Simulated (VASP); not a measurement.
# AgCl (Pm-3m) in VASP: reference runs

Aim: a first look at AgCl with PBE, on the cell as given and on a disturbed one.

Program: VASP 6.6.1. These are calculated values, not measurements. Logs are shortened: lines on timing, memory, paths and dates and some standing lists are left out, and cuts for length are marked.

### 1 The crystal as given

The structure is cubic, space group Pm-3m (No. 221). The conventional cell has a = 3.434 Å, b = 3.434 Å, c = 3.434 Å, α = 90.00°, β = 90.00°, γ = 90.00°. Around Ag (site symmetry m-3m) lie 8 Cl at 2.97 Å. Cl (site symmetry m-3m) is surrounded by 8 Ag at 2.97 Å.

Measurements of this composition are mostly on another form, of space group No. 225.

### 2 Single point, PBE

Contents of INCAR:

```
PREC = Accurate ; ENCUT = 520
EDIFF = 1E-7 ; ISMEAR = -1
SIGMA = 0.05 ; LREAL = F
LASPH = T ; NELM = 60
ALGO = Normal ; ISIF = 2
LWAVE = F ; LCHARG = F
GGA = PE ; NBANDS = 16
```

Contents of KPOINTS:

```
Automatic mesh
0
Gamma
  8 8 8
```

Contents of POSCAR:

```
AgCl
1.0
    3.4339730000      0.0000000000      0.0000000000
    0.0000000000      3.4339730000      0.0000000000
    0.0000000000      0.0000000000      3.4339730000
Ag Cl
1 1
Direct
    0.0000000000      0.0000000000      0.0000000000
    0.5000000000      0.5000000000      0.5000000000
```

Potentials or basis: VASP PAW PBE potentials, release 64 (Ag, Cl).

On the command line:

```sh
$ cat potpaw_PBE.64/Ag/POTCAR potpaw_PBE.64/Cl/POTCAR > POTCAR
$ mpirun -np 1 vasp_std > vasp.out
```

OUTCAR:

```text
PREC = Accurate
   ENCUT = 520
   EDIFF = 1E-7
   ISMEAR = -1
   LREAL = F
   LASPH = T
   NELM = 60
   ISIF = 2
   GGA = PE

 ion  position               nearest neighbor table
   1  0.000  0.000  0.000-   2 2.97   2 2.97   2 2.97   2 2.97   2 2.97   2 2.97   2 2.97   2 2.97

   2  0.500  0.500  0.500-   1 2.97   1 2.97   1 2.97   1 2.97   1 2.97   1 2.97   1 2.97   1 2.97

  LATTYP: Found a simple cubic cell.
 ALAT       =     3.4339730000

  Lattice vectors:

 A1 = (   3.4339730000,   0.0000000000,   0.0000000000)
 A2 = (   0.0000000000,   3.4339730000,   0.0000000000)
 A3 = (   0.0000000000,   0.0000000000,   3.4339730000)

Analysis of symmetry for initial positions (statically):
=====================================================================
 Subroutine PRICEL returns:
 Original cell was already a primitive cell.

 Routine SETGRP: Setting up the symmetry group for a
 simple cubic supercell.

 Subroutine GETGRP returns: Found 48 space group operations
 (whereof 48 operations were pure point group operations)
 out of a pool of 48 trial point group operations.

The static configuration has the point symmetry O_h .

Analysis of symmetry for dynamics (positions and initial velocities):
=====================================================================
 Subroutine PRICEL returns:
 Original cell was already a primitive cell.

 Routine SETGRP: Setting up the symmetry group for a
 simple cubic supercell.

 Subroutine GETGRP returns: Found 48 space group operations
 (whereof 48 operations were pure point group operations)
 out of a pool of 48 trial point group operations.

The dynamic configuration has the point symmetry O_h .

 Subroutine INISYM returns: Found 48 space group operations
 (whereof 48 operations are pure point group operations),
 and found     1 'primitive' translations

----------------------------------------------------------------------------------------

                                     Primitive cell

  volume of cell :      40.4940

  direct lattice vectors                    reciprocal lattice vectors
     3.433973000  0.000000000  0.000000000     0.291207881  0.000000000  0.000000000
     0.000000000  3.433973000  0.000000000     0.000000000  0.291207881  0.000000000
     0.000000000  0.000000000  3.433973000     0.000000000  0.000000000  0.291207881

  length of vectors
     3.433973000  3.433973000  3.433973000     0.291207881  0.291207881  0.291207881

  position of ions in fractional coordinates (direct lattice)
     0.000000000  0.000000000  0.000000000
     0.500000000  0.500000000  0.500000000

  ion indices of the primitive-cell ions
   primitive index   ion index
                 1           1
                 2           2

----------------------------------------------------------------------------------------

 KPOINTS: Automatic mesh

Automatic generation of k-mesh.
 Grid dimensions read from file:
 generate k-points for:    8    8    8

 Generating k-lattice:

  Cartesian coordinates                     Fractional coordinates (reciprocal lattice)
     0.036400985  0.000000000  0.000000000     0.125000000  0.000000000  0.000000000
     0.000000000  0.036400985  0.000000000     0.000000000  0.125000000  0.000000000
     0.000000000  0.000000000  0.036400985     0.000000000  0.000000000  0.125000000

  Length of vectors
     0.036400985  0.036400985  0.036400985

  Shift w.r.t. Gamma in fractional coordinates (k-lattice)
     0.000000000  0.000000000  0.000000000

 Subroutine IBZKPT returns following result:
 ===========================================

 Found     35 irreducible k-points:

 Following reciprocal coordinates:
            Coordinates               Weight
  0.000000  0.000000  0.000000      1.000000
  0.125000  0.000000  0.000000      6.000000
  0.250000  0.000000  0.000000      6.000000
  0.375000  0.000000  0.000000      6.000000
  0.500000  0.000000  0.000000      3.000000
  0.125000  0.125000  0.000000     12.000000
[... 27 lines left out ...]
  0.500000  0.500000  0.375000      6.000000
  0.500000  0.500000  0.500000      1.000000
   k-points           NKPTS =     35   k-points in BZ     NKDIM =     35   number of bands    NBANDS=     16
   number of dos      NEDOS =    301   number of ions     NIONS =      2
   total plane-waves  NPLWV =  21952
   dimension x,y,z NGX =    28 NGY =   28 NGZ =   28
   dimension x,y,z NGXF=    56 NGYF=   56 NGZF=   56
   ions per type =               1   1
   NGX,Y,Z   is equivalent  to a cutoff of  13.56, 13.56, 13.56 a.u.
   NGXF,Y,Z  is equivalent  to a cutoff of  27.11, 27.11, 27.11 a.u.
 SYSTEM =  unknown system
   PREC   = accura    normal or accurate (medium, high low for compatibility)
   ISTART =      0    job   : 0-new  1-cont  2-samecut
   ICHARG =      2    charge: 1-file 2-atom 10-const
   ISPIN  =      1    spin polarized calculation?
   LNONCOLLINEAR =      F non collinear calculations
   LSORBIT =      F    spin-orbit coupling
   LASPH  =      T    aspherical Exc in radial PAW
   ENCUT  =  520.0 eV  38.22 Ry    6.18 a.u.   6.38  6.38  6.38*2*pi/ulx,y,z
   NELM   =     60;   NELMIN=  2; NELMDL= -5     # of ELM steps
   EDIFF  = 0.1E-06   stopping-criterion for ELM
   LREAL  =      F    real-space projection
   EDIFFG = 0.1E-05   stopping-criterion for IOM
   NSW    =      0    number of steps for IOM
   IBRION =     -1    ionic relax: 0-MD 1-quasi-New 2-CG
   NFREE  =      0    steps in history (QN), initial steepest desc. (CG)
   ISIF   =      2    stress and relaxation
   ISYM   =      2    0-nonsym 1-usesym 2-fastsym
   POTIM  = 0.5000    time-step for ionic-motion
   TEBEG  =    0.0;   TEEND  =   0.0 temperature during run
   PSTRESS=    0.0 pullay stress
   NELECT =      18.0000    total number of electrons
   NUPDOWN=      -1.0000    fix difference up-down
   EMIN   =  10.00;   EMAX   =-10.00  energy-range for DOS
   EFERMI =   0.00;   METHOD = LEGACY
   ISMEAR =    -1;   SIGMA  =   0.05  broadening in eV -4-tet -1-fermi 0-gaus
   EFERMI_NEDOS =   21; number of points for ismear=-14 and -15
   IALGO  =     38    algorithm
   IMIX   =      4    mixing-type and parameters
     AMIX     =   0.40;   BMIX     =  1.00
     AMIX_MAG =   1.60;   BMIX_MAG =  1.00
  volume/ion in A,a.u.               =      20.25       136.63
  Fermi-wavevector in a.u.,A,eV,Ry     =   1.249402  2.361027 21.238760  1.561005
  Thomas-Fermi vector in A             =   2.383444
   LORBIT       =      0    0 simple, 1 ext, 2 COOP (PROOUT), +10 PAW based schemes
   GGA     = PE    functional components
   LHFCALC =     F    Hartree Fock is set to
   AEXX    =    0.0000 exact exchange contribution
   IVDW    =     0    specifies the selected vdW correction
   LEPSILON=     F    determine dielectric tensor
   LRPA    =     F    only Hartree local field effects (RPA)
 non-spin polarized calculation
  energy-cutoff  :      520.00
  volume of cell :       40.49
 maximum number of plane-waves:      1110
 NGX is ok and might be reduce to    28
   NGX = 13   NGY = 13   NGZ = 13

 number of electron      18.0000002 magnetization

 Free energy of the ion-electron system (eV)
  ---------------------------------------------------
  ext. energy  EPLUGINS =         0.00000000
  ---------------------------------------------------
  free energy    TOTEN  =        -5.12207261 eV

  energy without entropy =       -5.12203791  energy(sigma->0) =       -5.12205526

 E-fermi :   4.2382     XC(G=0): -10.3847

 val. band max:        3.8849380529   @ k =   0.5000   0.0000   0.0000
 cond. band min:       4.4589713294   @ k =   0.0000   0.0000   0.0000
 fundamental gap:      0.5740332765
 Fermi energy:         4.2382179365

 k-point     1 :       0.0000    0.0000    0.0000
  band No.  band energies     occupation
      1     -10.6837      2.00000
      2       1.1706      2.00000
      3       1.1706      2.00000
      4       2.1077      2.00000
      5       2.1077      2.00000
      6       2.1077      2.00000
[... 8 lines left out ...]
     15      17.5440      0.00000
     16      20.2785      0.00000

 k-point     2 :       0.1250    0.0000    0.0000
  band No.  band energies     occupation
      1     -10.6216      2.00000
      2       0.9569      2.00000
      3       1.1913      2.00000
      4       1.7407      2.00000
      5       1.7407      2.00000
      6       1.9557      2.00000
[... 8 lines left out ...]
     15      17.1735      0.00000
     16      20.2183      0.00000

 k-point     3 :       0.2500    0.0000    0.0000
  band No.  band energies     occupation
      1     -10.4641      2.00000
      2       0.0335      2.00000
      3       1.2420      2.00000
      4       1.3653      2.00000
      5       1.3653      2.00000
      6       2.0224      2.00000
[... 8 lines left out ...]
     15      17.6768      0.00000
     16      20.0746      0.00000

 k-point     4 :       0.3750    0.0000    0.0000
  band No.  band energies     occupation
      1     -10.2945      2.00000
      2      -0.8011      2.00000
      3       1.1219      2.00000
      4       1.1219      2.00000
      5       1.2936      2.00000
      6       2.1503      2.00000
[... 8 lines left out ...]
     15      19.7778      0.00000
     16      19.9333      0.00000
[... 533 lines left out ...]
 k-point    33 :       0.5000    0.3750    0.3750
  band No.  band energies     occupation
      1      -9.6694      2.00000
      2      -0.2899      2.00000
      3      -0.2219      2.00000
      4       0.0457      2.00000
      5       2.1990      2.00000
      6       2.3154      2.00000
[... 8 lines left out ...]
     15      19.1845      0.00000
     16      20.5309      0.00000

 k-point    34 :       0.5000    0.5000    0.3750
  band No.  band energies     occupation
      1      -9.6137      2.00000
      2      -0.3364      2.00000
      3      -0.3364      2.00000
      4      -0.1607      2.00000
      5       2.2633      2.00000
      6       2.4189      2.00000
[... 8 lines left out ...]
     15      20.8892      0.00000
     16      20.8892      0.00000

 k-point    35 :       0.5000    0.5000    0.5000
  band No.  band energies     occupation
      1      -9.5561      2.00000
      2      -0.4101      2.00000
      3      -0.4101      2.00000
      4      -0.4101      2.00000
      5       2.4215      2.00000
      6       2.4215      2.00000
[... 8 lines left out ...]
     15      21.3190      0.00000
     16      21.3190      0.00000

------------------------ aborting loop because EDIFF is reached ----------------------------------------

  FORCE on cell =-STRESS in cart. coord.  units (eV):
  Direction    XX          YY          ZZ          XY          YZ          ZX
  --------------------------------------------------------------------------------------
  -------------------------------------------------------------------------------------
  Total       -0.0655753     -0.0655753     -0.0655753     -0.0000000     -0.0000000     -0.0000000
  in kB       -2.5945373     -2.5945373     -2.5945373     -0.0000000     -0.0000000     -0.0000000
  external PRESSURE =      -2.5945373 kB  Pullay stress =       0.0000000 kB

 VOLUME and BASIS-vectors are now :
 -----------------------------------------------------------------------------
  energy-cutoff  :      520.00
  volume of cell :       40.49
      direct lattice vectors                 reciprocal lattice vectors
     3.433973000  0.000000000  0.000000000     0.291207881  0.000000000  0.000000000
     0.000000000  3.433973000  0.000000000     0.000000000  0.291207881  0.000000000
     0.000000000  0.000000000  3.433973000     0.000000000  0.000000000  0.291207881

 POSITION                                       TOTAL-FORCE (eV/Angst)
 -----------------------------------------------------------------------------------
      0.00000      0.00000      0.00000         0.000000      0.000000      0.000000
      1.71699      1.71699      1.71699         0.000000      0.000000      0.000000
 -----------------------------------------------------------------------------------
    total drift:                               -0.000000      0.000000      0.000000

  FREE ENERGIE OF THE ION-ELECTRON SYSTEM (eV)
  ---------------------------------------------------
  free  energy   TOTEN  =        -5.1220726057 eV

  energy  without entropy=       -5.1220379132  energy(sigma->0) =       -5.12205526
```

Wall time 17 s (1 thread of Intel Xeon Platinum 8559C (Emerald Rapids), shared host); peak memory 0.16 GiB.

What came out:

```yaml
Free_energy: -5.1221 eV
Pressure: -0.3 GPa
Band_gap_on_the_k_mesh: 0.57 eV, indirect (least direct gap 2.08 eV)
```

Levels at points of the mesh, in eV from the valence-band top:
```csv
k point,band 5,band 6,band 7,band 8,band 9,band 10,band 11,band 12,band 13,band 14
"(0.00, 0.00, 0.00)",-1.78,-1.78,-1.50,-1.50,-1.50,0.57,9.44,9.44,13.66,13.66
"(0.50, 0.00, 0.00)",-2.57,-1.73,-1.42,0.00,0.00,4.91,5.51,9.43,10.03,10.03
"(0.50, 0.50, 0.00)",-2.09,-2.06,-2.06,-1.48,-0.88,2.81,8.93,8.93,10.62,13.73
"(0.50, 0.50, 0.50)",-1.46,-1.46,-0.17,-0.17,-0.17,4.80,4.80,4.80,6.76,17.43
```

A k mesh can miss the band edges. As with any semilocal functional, this PBE gap is likely too small.

[end of part 1 of 2]
